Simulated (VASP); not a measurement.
# TiTe2 in VASP: notebook

One slab, TiTe2, is run at these levels: PBE+D3(BJ); tasks: single point, relaxation of the atoms.

Everything below comes from runs of VASP 6.6.1. Logs are shortened: lines on timing, memory, paths and dates and some standing lists are left out, and cuts for length are marked.

## (1) The structure

The cell holds a slab with vacuum, 6 atoms: a = 3.702 Å, b = 3.702 Å, c = 24.801 Å, α = 90.00°, β = 90.00°, γ = 120.00°.

## (2) Single point, PBE+D3(BJ)

Input file INCAR:

```
SYSTEM = TiTe2
PREC = Accurate
ENCUT = 520
EDIFF = 1E-6
ISMEAR = 1
SIGMA = 0.1
LREAL = .FALSE.
LASPH = .TRUE.
NELM = 80
ALGO = Normal
ISIF = 2
LWAVE = .FALSE.
LCHARG = .FALSE.
LDIPOL = .TRUE.
IDIPOL = 3
DIPOL = 0.5 0.5 0.500
GGA = PE
IVDW = 12
NBANDS = 33
LVHAR = .TRUE.
LVACPOTAV = .TRUE.
ICORELEVEL = 1
KPAR = 4
```

Input file KPOINTS:

```
regular mesh
0
G
  12 12 1
  0 0 0
```

Input file POSCAR:

```
TiTe2
1.0
    3.7019332300      0.0000000000      0.0000000000
   -1.8509673800      3.2059686700      0.0000000000
    0.0000000000      0.0000000000     24.8010708500
Te Ti
4 2
Direct
    0.3333330000      0.6666660000      0.3024063000
    0.6666670000      0.3333340000      0.4416774500
    0.3333330000      0.6666660000      0.5583225500
    0.6666670000      0.3333340000      0.6975937000
    0.0000000000      0.0000000000      0.3720418800
    0.0000000000      0.0000000000      0.6279581200
```

Potentials or basis: VASP PAW PBE potentials, release 64 (Te, Ti_sv).

Command:

```
$ cat potpaw_PBE.64/Te/POTCAR potpaw_PBE.64/Ti_sv/POTCAR > POTCAR
$ mpirun -np 4 vasp_std > vasp.out
```

OUTCAR:

```text
SYSTEM = TiTe2
   PREC = Accurate
   ENCUT = 520
   EDIFF = 1E-6
   ISMEAR = 1
   LREAL = .FALSE.
   LASPH = .TRUE.
   NELM = 80
   ISIF = 2
   GGA = PE
   IVDW = 12
 IVDW          = 12

 ion  position               nearest neighbor table
   1  0.333  0.667  0.302-   5 2.75   5 2.75   5 2.75
   2  0.667  0.333  0.442-   5 2.75   5 2.75   5 2.75   3 3.60   3 3.60   3 3.60
   3  0.333  0.667  0.558-   6 2.75   6 2.75   6 2.75   2 3.60   2 3.60   2 3.60
   4  0.667  0.333  0.698-   6 2.75   6 2.75   6 2.75
   5  0.000  0.000  0.372-   2 2.75   1 2.75   2 2.75   1 2.75   2 2.75   1 2.75
   6  0.000  0.000  0.628-   3 2.75   4 2.75   3 2.75   4 2.75   3 2.75   4 2.75

  LATTYP: Found a hexagonal cell.
 ALAT       =     3.7019332300
 C/A-ratio  =     6.6994916734

  Lattice vectors:

 A1 = (   3.7019332300,   0.0000000000,   0.0000000000)
 A2 = (  -1.8509673800,   3.2059686700,   0.0000000000)
 A3 = (   0.0000000000,   0.0000000000,  24.8010708500)

Analysis of symmetry for initial positions (statically):
=====================================================================
 Subroutine PRICEL returns:
 Original cell was already a primitive cell.

 Routine SETGRP: Setting up the symmetry group for a
 hexagonal supercell.

 Subroutine GETGRP returns: Found 12 space group operations
 (whereof 12 operations were pure point group operations)
 out of a pool of 24 trial point group operations.

The static configuration has the point symmetry D_3d.

Analysis of symmetry for dynamics (positions and initial velocities):
=====================================================================
 Subroutine PRICEL returns:
 Original cell was already a primitive cell.

 Routine SETGRP: Setting up the symmetry group for a
 hexagonal supercell.

 Subroutine GETGRP returns: Found 12 space group operations
 (whereof 12 operations were pure point group operations)
 out of a pool of 24 trial point group operations.

The dynamic configuration has the point symmetry D_3d.

 Subroutine INISYM returns: Found 12 space group operations
 (whereof 12 operations are pure point group operations),
 and found     1 'primitive' translations

----------------------------------------------------------------------------------------

                                     Primitive cell

  volume of cell :     294.3461

  direct lattice vectors                    reciprocal lattice vectors
     3.701933230  0.000000000  0.000000000     0.270129129  0.155959168  0.000000000
    -1.850967380  3.205968670  0.000000000     0.000000000  0.311918207  0.000000000
     0.000000000  0.000000000 24.801070850     0.000000000  0.000000000  0.040320840

  length of vectors
     3.701933230  3.701934002 24.801070850     0.311918272  0.311918207  0.040320840

  position of ions in fractional coordinates (direct lattice)
     0.333333000  0.666666000  0.302406300
     0.666667000  0.333334000  0.441677450
     0.333333000  0.666666000  0.558322550
     0.666667000  0.333334000  0.697593700
     0.000000000  0.000000000  0.372041880
     0.000000000  0.000000000  0.627958120

  ion indices of the primitive-cell ions
   primitive index   ion index
                 1           1
                 2           2
                 3           3
                 4           4
                 5           5
                 6           6

----------------------------------------------------------------------------------------

 KPOINTS: regular mesh

Automatic generation of k-mesh.
 Grid dimensions read from file:
 generate k-points for:   12   12    1

 Generating k-lattice:

  Cartesian coordinates                     Fractional coordinates (reciprocal lattice)
     0.022510761  0.012996597  0.000000000     0.083333333  0.000000000  0.000000000
     0.000000000  0.025993184  0.000000000     0.000000000  0.083333333  0.000000000
     0.000000000  0.000000000  0.040320840     0.000000000  0.000000000  1.000000000

  Length of vectors
     0.025993189  0.025993184  0.040320840

  Shift w.r.t. Gamma in fractional coordinates (k-lattice)
     0.000000000  0.000000000  0.000000000

 Subroutine IBZKPT returns following result:
 ===========================================

 Found     19 irreducible k-points:

 Following reciprocal coordinates:
            Coordinates               Weight
  0.000000  0.000000  0.000000      1.000000
  0.083333  0.000000  0.000000      6.000000
  0.166667  0.000000  0.000000      6.000000
  0.250000  0.000000  0.000000      6.000000
  0.333333  0.000000  0.000000      6.000000
  0.416667  0.000000  0.000000      6.000000
[... 11 lines left out ...]
  0.333333  0.250000  0.000000     12.000000
  0.333333  0.333333  0.000000      2.000000
   k-points           NKPTS =     19   k-points in BZ     NKDIM =     19   number of bands    NBANDS=     33
   number of dos      NEDOS =    301   number of ions     NIONS =      6
   total plane-waves  NPLWV = 150528
   dimension x,y,z NGX =    28 NGY =   28 NGZ =  192
   dimension x,y,z NGXF=    56 NGYF=   56 NGZF=  384
   ions per type =               4   2
   NGX,Y,Z   is equivalent  to a cutoff of  12.57, 12.57, 12.87 a.u.
   NGXF,Y,Z  is equivalent  to a cutoff of  25.15, 25.15, 25.74 a.u.
 SYSTEM =  TiTe2
   PREC   = accura    normal or accurate (medium, high low for compatibility)
   ISTART =      0    job   : 0-new  1-cont  2-samecut
   ICHARG =      2    charge: 1-file 2-atom 10-const
   ISPIN  =      1    spin polarized calculation?
   LNONCOLLINEAR =      F non collinear calculations
   LSORBIT =      F    spin-orbit coupling
   LASPH  =      T    aspherical Exc in radial PAW
   ENCUT  =  520.0 eV  38.22 Ry    6.18 a.u.   6.88  6.88 46.11*2*pi/ulx,y,z
   NELM   =     80;   NELMIN=  2; NELMDL= -5     # of ELM steps
   EDIFF  = 0.1E-05   stopping-criterion for ELM
   LREAL  =      F    real-space projection
   EDIFFG = 0.1E-04   stopping-criterion for IOM
   NSW    =      0    number of steps for IOM
   IBRION =     -1    ionic relax: 0-MD 1-quasi-New 2-CG
   NFREE  =      0    steps in history (QN), initial steepest desc. (CG)
   ISIF   =      2    stress and relaxation
   ISYM   =      2    0-nonsym 1-usesym 2-fastsym
   POTIM  = 0.5000    time-step for ionic-motion
   TEBEG  =    0.0;   TEEND  =   0.0 temperature during run
   PSTRESS=    0.0 pullay stress
   NELECT =      48.0000    total number of electrons
   NUPDOWN=      -1.0000    fix difference up-down
   EMIN   =  10.00;   EMAX   =-10.00  energy-range for DOS
   EFERMI =   0.00;   METHOD = LEGACY
   ISMEAR =     1;   SIGMA  =   0.10  broadening in eV -4-tet -1-fermi 0-gaus
   EFERMI_NEDOS =   21; number of points for ismear=-14 and -15
   IALGO  =     38    algorithm
   IMIX   =      4    mixing-type and parameters
     AMIX     =   0.40;   BMIX     =  1.00
     AMIX_MAG =   1.60;   BMIX_MAG =  1.00
  volume/ion in A,a.u.               =      49.06       331.06
  Fermi-wavevector in a.u.,A,eV,Ry     =   0.894408  1.690187 10.884201  0.799966
  Thomas-Fermi vector in A             =   2.016609
   LORBIT       =      0    0 simple, 1 ext, 2 COOP (PROOUT), +10 PAW based schemes
   GGA     = PE    functional components
   LHFCALC =     F    Hartree Fock is set to
   AEXX    =    0.0000 exact exchange contribution
   IVDW    =    12    specifies the selected vdW correction
   LEPSILON=     F    determine dielectric tensor
   LRPA    =     F    only Hartree local field effects (RPA)
 non-spin polarized calculation
 Methfessel and Paxton  Order N= 1 SIGMA  =   0.10
  energy-cutoff  :      520.00
  volume of cell :      294.35
 maximum number of plane-waves:      7968
 NGX is ok and might be reduce to    28
   NGX = 13   NGY = 13   NGZ = 93

 number of electron      48.0000010 magnetization

 dipolmoment           0.000000      0.000000     -0.000000 electrons x Angstroem

 Free energy of the ion-electron system (eV)
  ---------------------------------------------------
  ext. energy  EPLUGINS =         0.00000000
  ---------------------------------------------------
  free energy    TOTEN  =       -32.29559901 eV

  energy without entropy =      -32.29686596  energy(sigma->0) =      -32.29602133

 the core state eigenenergies are
   1-  1s -31614.0508  2s  -4841.6332  2p  -4345.0284  3s   -957.8666  3p   -796.5243
       3d   -552.7723  4s   -157.4043  4p   -107.4471  4d    -34.7817
   2-  1s -31614.2273  2s  -4841.8094  2p  -4345.2044  3s   -958.0479  3p   -796.7055
       3d   -552.9529  4s   -157.5946  4p   -107.6385  4d    -34.9758
   3-  1s -31614.2273  2s  -4841.8094  2p  -4345.2044  3s   -958.0479  3p   -796.7055
       3d   -552.9529  4s   -157.5946  4p   -107.6385  4d    -34.9758
   4-  1s -31614.0508  2s  -4841.6332  2p  -4345.0284  3s   -957.8666  3p   -796.5243
       3d   -552.7723  4s   -157.4043  4p   -107.4471  4d    -34.7817
   5-  1s  -4861.9722  2s   -530.4748  2p   -437.7753
   6-  1s  -4861.9722  2s   -530.4748  2p   -437.7753

 E-fermi :   1.4937     XC(G=0):  -5.7293

 val. band max:        1.4556266252   @ k =   0.5000   0.0000   0.0000
 cond. band min:       1.4938427281   @ k =   0.4167   0.0000   0.0000
 fundamental gap:      0.0382161029
 Fermi energy:         1.4937317093

 k-point     1 :       0.0000    0.0000    0.0000
  band No.  band energies     occupation
      1     -55.8822      2.00000
      2     -55.8822      2.00000
      3     -32.1404      2.00000
      4     -32.1404      2.00000
      5     -32.1404      2.00000
      6     -32.1404      2.00000
[... 25 lines left out ...]
     32       4.8511      0.00000
     33       5.1304      0.00000

 k-point     2 :       0.0833    0.0000    0.0000
  band No.  band energies     occupation
      1     -55.8820      2.00000
      2     -55.8820      2.00000
      3     -32.1439      2.00000
      4     -32.1439      2.00000
      5     -32.1412      2.00000
      6     -32.1412      2.00000
[... 25 lines left out ...]
     32       4.6635      0.00000
     33       4.7191      0.00000
[... 178 lines left out ...]
     32       4.3792      0.00000
     33       4.8705      0.00000

 k-point     8 :       0.0833    0.0833    0.0000
  band No.  band energies     occupation
      1     -55.8815      2.00000
      2     -55.8815      2.00000
      3     -32.1503      2.00000
      4     -32.1503      2.00000
      5     -32.1429      2.00000
      6     -32.1429      2.00000
[... 19 lines left out ...]
     26       2.1342     -0.00000
     27       2.7233     -0.00000

------------------------ aborting loop because EDIFF is reached ----------------------------------------

 Edisp (eV)   -2.63177

 E8    (eV) :    -1.2535

  FORCE on cell =-STRESS in cart. coord.  units (eV):
  Direction    XX          YY          ZZ          XY          YZ          ZX
  --------------------------------------------------------------------------------------
  -------------------------------------------------------------------------------------
  Total       0.06863     0.06863     1.15261    -0.00000     0.00000     0.00000
  in kB       0.37354     0.37354     6.27388    -0.00000     0.00000     0.00000
  external pressure =        2.34 kB  Pullay stress =        0.00 kB

 VOLUME and BASIS-vectors are now :
 -----------------------------------------------------------------------------
  energy-cutoff  :      520.00
  volume of cell :      294.35
      direct lattice vectors                 reciprocal lattice vectors
     3.701933230  0.000000000  0.000000000     0.270129129  0.155959168  0.000000000
    -1.850967380  3.205968670  0.000000000     0.000000000  0.311918207  0.000000000
     0.000000000  0.000000000 24.801070850     0.000000000  0.000000000  0.040320840

 POSITION                                       TOTAL-FORCE (eV/Angst)
 -----------------------------------------------------------------------------------
     -0.00000      2.13731      7.50000         0.000000      0.000000     -0.249521
      1.85097      1.06866     10.95407         0.000000      0.000000     -0.012068
     -0.00000      2.13731     13.84700        -0.000000     -0.000000      0.012068
      1.85097      1.06866     17.30107        -0.000000      0.000000      0.249521
      0.00000      0.00000      9.22704         0.000000      0.000000      0.201938
      0.00000      0.00000     15.57403        -0.000000     -0.000000     -0.201938
 -----------------------------------------------------------------------------------
    total drift:                               -0.000000     -0.000000      0.000000

  FREE ENERGIE OF THE ION-ELECTRON SYSTEM (eV)
  ---------------------------------------------------
  free  energy   TOTEN  =       -34.9273661535 eV

  energy  without entropy=      -34.9286330997  energy(sigma->0) =      -34.92778847

 vacuum level on the upper side and lower side of the slab         6.353         6.353
```

It took 68 s on 4 MPI ranks of Intel Xeon 6975P-C (Granite Rapids), shared host; peak memory 0.46 GiB.

Results:

```yaml
Free_energy: -34.9274 eV
Largest_force: 0.250 eV/Å
Band_gap_on_the_k_mesh: none (metal or under the smearing width)
Dispersion_energy_per_atom: -0.439 eV
Work_function_of_the_upper_face: 4.86 eV
Work_function_of_the_lower_face: 4.86 eV
```

Forces on the atoms (eV/Å):
```
Te   0.000  0.000 -0.250
Te   0.000  0.000 -0.012
Te   0.000  0.000  0.012
Te   0.000  0.000  0.250
Ti   0.000  0.000  0.202
Ti   0.000  0.000 -0.202
```

Core levels (eV, on the scale of the bands):
```
atom                                                                                                levels
1 Te  1s -31614.1, 2s -4841.6, 2p -4345.0, 3s -957.9, 3p -796.5, 3d -552.8, 4s -157.4, 4p -107.4, 4d -34.8
2 Te  1s -31614.2, 2s -4841.8, 2p -4345.2, 3s -958.0, 3p -796.7, 3d -553.0, 4s -157.6, 4p -107.6, 4d -35.0
3 Te  1s -31614.2, 2s -4841.8, 2p -4345.2, 3s -958.0, 3p -796.7, 3d -553.0, 4s -157.6, 4p -107.6, 4d -35.0
4 Te  1s -31614.1, 2s -4841.6, 2p -4345.0, 3s -957.9, 3p -796.5, 3d -552.8, 4s -157.4, 4p -107.4, 4d -34.8
5 Ti                                                                      1s -4862.0, 2s -530.5, 2p -437.8
6 Ti                                                                      1s -4862.0, 2s -530.5, 2p -437.8
```

The run has no spin-orbit coupling, so splittings on Te are missing.

(Part 1 of 2 ends here.)
